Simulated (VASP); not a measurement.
# W (Im-3m) in VASP: further runs

One crystal, W, is run at these levels: PBE; tasks: relaxation of cell and atoms.

Everything below comes from runs of VASP 6.6.1. Logs are shortened: lines on timing, memory, paths and dates and some standing lists are left out, and cuts for length are marked.

### Step 1. The crystal as given

It takes space group Im-3m (No. 229, cubic). The conventional cell has a = 3.165 Å, b = 3.165 Å, c = 3.165 Å, α = 90.00°, β = 90.00°, γ = 90.00°. Around W (site symmetry m-3m) lie 8 W at 2.74 Å.

### Step 2. Relaxation of cell and atoms, PBE

Input file INCAR:

```
ALGO = Normal
EDIFF = 1E-7
EDIFFG = -0.002
ENCUT = 520
GGA = PE
IBRION = 2
ISIF = 3
ISMEAR = 0
LASPH = True
LCHARG = False
LREAL = False
LWAVE = False
NELM = 80
NSW = 80
PREC = Accurate
SIGMA = 0.3
```

Input file KPOINTS:

```
k-points
0
Gamma
  18 18 18
```

Input file POSCAR:

```
W
1.0
   -1.5823450000      1.5823450000      1.5823450000
    1.5823450000     -1.5823450000      1.5823450000
    1.5823450000      1.5823450000     -1.5823450000
W
1
Direct
    0.0000000000      0.0000000000      0.0000000000
```

Potentials or basis: VASP PAW PBE potentials, release 64 (W_sv).

Command:

```console
$ cat potpaw_PBE.64/W_sv/POTCAR > POTCAR
$ mpirun -np 1 vasp_std > vasp.out
```

OUTCAR:

```text
EDIFF = 1E-7
   EDIFFG = -0.002
   ENCUT = 520
   GGA = PE
   IBRION = 2
   ISIF = 3
   ISMEAR = 0
   LASPH = True
   LREAL = False
   NELM = 80
   NSW = 80
   PREC = Accurate

 ion  position               nearest neighbor table
   1  0.000  0.000  0.000-

  LATTYP: Found a body centered cubic cell.
 ALAT       =     3.1646900000

  Lattice vectors:

 A1 = (  -1.5823450000,   1.5823450000,   1.5823450000)
 A2 = (   1.5823450000,  -1.5823450000,   1.5823450000)
 A3 = (   1.5823450000,   1.5823450000,  -1.5823450000)

Analysis of symmetry for initial positions (statically):
=====================================================================
 Subroutine PRICEL returns:
 Original cell was already a primitive cell.

 Routine SETGRP: Setting up the symmetry group for a
 body centered cubic supercell.

 Subroutine GETGRP returns: Found 48 space group operations
 (whereof 48 operations were pure point group operations)
 out of a pool of 48 trial point group operations.

The static configuration has the point symmetry O_h .

Analysis of symmetry for dynamics (positions and initial velocities):
=====================================================================
 Subroutine PRICEL returns:
 Original cell was already a primitive cell.

 Routine SETGRP: Setting up the symmetry group for a
 body centered cubic supercell.

 Subroutine GETGRP returns: Found 48 space group operations
 (whereof 48 operations were pure point group operations)
 out of a pool of 48 trial point group operations.

The dynamic configuration has the point symmetry O_h .

 Subroutine INISYM returns: Found 48 space group operations
 (whereof 48 operations are pure point group operations),
 and found     1 'primitive' translations

----------------------------------------------------------------------------------------

                                     Primitive cell

  volume of cell :      15.8476

  direct lattice vectors                    reciprocal lattice vectors
    -1.582345000  1.582345000  1.582345000     0.000000000  0.315986716  0.315986716
     1.582345000 -1.582345000  1.582345000     0.315986716  0.000000000  0.315986716
     1.582345000  1.582345000 -1.582345000     0.315986716  0.315986716  0.000000000

  length of vectors
     2.740701935  2.740701935  2.740701935     0.446872699  0.446872699  0.446872699

  position of ions in fractional coordinates (direct lattice)
     0.000000000  0.000000000  0.000000000

[... 104 lines left out ...]
   LEPSILON=     F    determine dielectric tensor
   LRPA    =     F    only Hartree local field effects (RPA)
 conjugate gradient relaxation of ions
 non-spin polarized calculation
 Gauss-broadening in eV      SIGMA  =   0.30
  energy-cutoff  :      520.00
  volume of cell :       15.85
 maximum number of plane-waves:       440
   NGX = 11   NGY = 11   NGZ = 11

--------------------------------------- Ionic step        1  -------------------------------------------

 number of electron      14.0000004 magnetization

 Free energy of the ion-electron system (eV)
  ---------------------------------------------------
  ext. energy  EPLUGINS =         0.00000000
  ---------------------------------------------------
  free energy    TOTEN  =       -12.95647735 eV

  energy without entropy =      -12.93298200  energy(sigma->0) =      -12.94472967

------------------------ aborting loop because EDIFF is reached ----------------------------------------

  FORCE on cell =-STRESS in cart. coord.  units (eV):
  Direction    XX          YY          ZZ          XY          YZ          ZX
  --------------------------------------------------------------------------------------
  -------------------------------------------------------------------------------------
  Total        0.6243557      0.6243557      0.6243557     -0.0000000     -0.0000000      0.0000000
  in kB       63.1217647     63.1217647     63.1217647     -0.0000000     -0.0000000      0.0000000
  external PRESSURE =      63.1217647 kB  Pullay stress =       0.0000000 kB
[... 86 lines left out ...]
  FREE ENERGIE OF THE ION-ELECTRON SYSTEM (eV)
  ---------------------------------------------------
  free  energy   TOTEN  =       -12.9626068168 eV

  energy  without entropy=      -12.9388601636  energy(sigma->0) =      -12.95073349

[... ionic steps 4 to 12 ...]

--------------------------------------- Ionic step       13  -------------------------------------------

 number of electron      14.0000000 magnetization

------------------------ aborting loop because EDIFF is reached ----------------------------------------
[... 65 lines left out ...]
--------------------------------------- Ionic step       15  -------------------------------------------

 number of electron      14.0000000 magnetization

 Free energy of the ion-electron system (eV)
  ---------------------------------------------------
  ext. energy  EPLUGINS =         0.00000000
  ---------------------------------------------------
  free energy    TOTEN  =       -12.96261266 eV

  energy without entropy =      -12.93887361  energy(sigma->0) =      -12.95074314

 E-fermi :  11.1562     XC(G=0): -13.5299

 val. band max:       11.1550646511   @ k =  -0.2778   0.3333   0.2222
 cond. band min:      11.1718269681   @ k =   0.5000   0.5000   0.2222
 fundamental gap:      0.0167623171
 Fermi energy:        11.1561666929

 k-point     1 :       0.0000    0.0000    0.0000
  band No.  band energies     occupation
      1     -63.0458      2.00000
      2     -26.6360      2.00000
      3     -26.6360      2.00000
      4     -26.6360      2.00000
      5       1.6335      2.00000
      6       9.9660      2.00000
      7       9.9660      2.00000
      8       9.9660      2.00000
      9      13.3779      0.00000
     10      13.3779      0.00000
     11      25.6338      0.00000
[... 309 lines left out ...]
 k-point    24 :       0.3889    0.1111    0.0000
  band No.  band energies     occupation
      1     -62.9228      2.00000
      2     -27.7682      2.00000
      3     -27.0621      2.00000
      4     -26.6955      2.00000
      5       5.4384      2.00000
      6       7.8347      2.00000
      7      10.5455      1.99601
      8      13.1432      0.00000
      9      14.4335      0.00000
     10      17.4182      0.00000
     11      21.8080      0.00000

 [... further k-points ...]
[... 5 lines left out ...]
  --------------------------------------------------------------------------------------
  -------------------------------------------------------------------------------------
  Total        0.0001649      0.0001649      0.0001649      0.0000000     -0.0000000      0.0000000
  in kB        0.0163418      0.0163418      0.0163418      0.0000000     -0.0000000      0.0000000
  external PRESSURE =       0.0163418 kB  Pullay stress =       0.0000000 kB
[... 16 lines left out ...]
  FREE ENERGIE OF THE ION-ELECTRON SYSTEM (eV)
  ---------------------------------------------------
  free  energy   TOTEN  =       -12.9626126643 eV

  energy  without entropy=      -12.9388736105  energy(sigma->0) =      -12.95074314

 reached required accuracy - stopping structural energy minimisation
```

CONTCAR:

```text
W
   1.00000000000000
    -1.5928527436094821    1.5928527436094821    1.5928527436094821
     1.5928527436094821   -1.5928527436094821    1.5928527436094821
     1.5928527436094821    1.5928527436094821   -1.5928527436094821
  W
     1
Direct
     0.0000000000000000    0.0000000000000000    0.0000000000000000

  0.00000000E+00  0.00000000E+00  0.00000000E+00
```

Run time: 77 s. Hardware: 1 thread of Intel Xeon Platinum 8488C (Sapphire Rapids), shared host; peak memory 0.16 GiB.

What came out:

```yaml
Free_energy: -12.9626 eV
Relaxed_volume: 16.17 Å³/atom
Relaxed_cell: a = 2.759 Å, b = 2.759 Å, c = 2.759 Å, α = 109.47°, β = 109.47°, γ = 109.47°
Space_group_after_relaxing_to_0.05_Å: Im-3m (No. 229)
Energy_gained_by_relaxing: 6.1 meV/atom
Ionic_steps: 15
Pressure_after_relaxing: 0.0 GPa
Band_gap_on_the_k_mesh: none (metal or under the smearing width)
```

The path:
| step | energy change (eV) | largest force (eV/Å) | pressure (GPa) | volume (Å³) |
| --- | --- | --- | --- | --- |
| 1 | 0.0000 | 0.0000 | 6.31 | 15.85 |
| 2 | 0.0637 | 0.0000 | -18.18 | 17.32 |
| 3 | -0.0061 | 0.0000 | -0.16 | 16.17 |
| 4 | -0.0061 | 0.0000 | -0.02 | 16.17 |
| 5 | -0.0061 | 0.0000 | 0.10 | 16.16 |
| 6 | -0.0061 | 0.0000 | 0.12 | 16.16 |
| 7 | -0.0061 | 0.0000 | 0.08 | 16.16 |
| 8 | -0.0061 | 0.0000 | 0.08 | 16.16 |
| 9 | -0.0061 | 0.0000 | 0.08 | 16.16 |
| 10 | -0.0061 | 0.0000 | 0.08 | 16.16 |
| 11 | -0.0061 | 0.0000 | 0.08 | 16.16 |
| 12 | -0.0061 | 0.0000 | 0.09 | 16.16 |
| 13 | -0.0061 | 0.0000 | 0.06 | 16.16 |
| 14 | -0.0061 | 0.0000 | 0.04 | 16.16 |
| 15 | -0.0061 | 0.0000 | 0.00 | 16.17 |

Final structure:
```
CELL_PARAMETERS angstrom
-1.59285 1.59285 1.59285
1.59285 -1.59285 1.59285
1.59285 1.59285 -1.59285
ATOMIC_POSITIONS crystal
W 0.00000 0.00000 0.00000
```

### Step 3. Relaxation of cell and atoms, PBE

This run uses another cell than the first one, of 16.17 Å³/atom, 1.020 times its volume.

INCAR is that of step 2.

KPOINTS is that of step 2.

Input file POSCAR:

```
W                                       
1.0
   -1.5928527436      1.5928527436      1.5928527436
    1.5928527436     -1.5928527436      1.5928527436
    1.5928527436      1.5928527436     -1.5928527436
  W             
     1
Direct
     0.0000000000000000    0.0000000000000000    0.0000000000000000
```

Potentials or basis: VASP PAW PBE potentials, release 64 (W_sv).

Command:

```console
$ cat potpaw_PBE.64/W_sv/POTCAR > POTCAR
$ mpirun -np 1 vasp_std > vasp.out
```

It took 16 s on 1 thread of Intel Xeon Platinum 8488C (Sapphire Rapids), shared host; peak memory 0.17 GiB.

Results (log left out):

| Property | Result |
| --- | --- |
| Free energy | -12.9628 eV |
| Pressure after relaxing | 0.0 GPa |
| Band gap on the k mesh | none (metal or under the smearing width) |

Final structure:
```cif
data_structure
_symmetry_space_group_name_H-M 'P 1'
_symmetry_Int_Tables_number 1
_cell_length_a 2.7589
_cell_length_b 2.7589
_cell_length_c 2.7589
_cell_angle_alpha 109.471
_cell_angle_beta 109.471
_cell_angle_gamma 109.471
_cell_volume 16.17
loop_
_atom_site_label
_atom_site_type_symbol
_atom_site_fract_x
_atom_site_fract_y
_atom_site_fract_z
_atom_site_occupancy
W1 W 0.00000 0.00000 0.00000 1
```

Levels at points of the mesh, in eV from the Fermi level:
```tsv
k point	band 4	band 5	band 6	band 7	band 8	band 9	band 10	band 11
(0.00, 0.00, 0.00)	-37.79	-9.52	-1.19	-1.19	-1.19	2.22	2.22	14.48
(0.50, 0.00, 0.00)	-37.80	-6.14	-3.47	0.62	2.10	3.06	5.98	10.77
(0.50, 0.50, 0.50)	-38.64	-5.67	-5.67	5.03	5.03	5.03	8.10	8.10
```

Caveat: the relaxation stopped at its first step, so nothing moved. Spin-orbit coupling is left out, which matters for the levels of W.
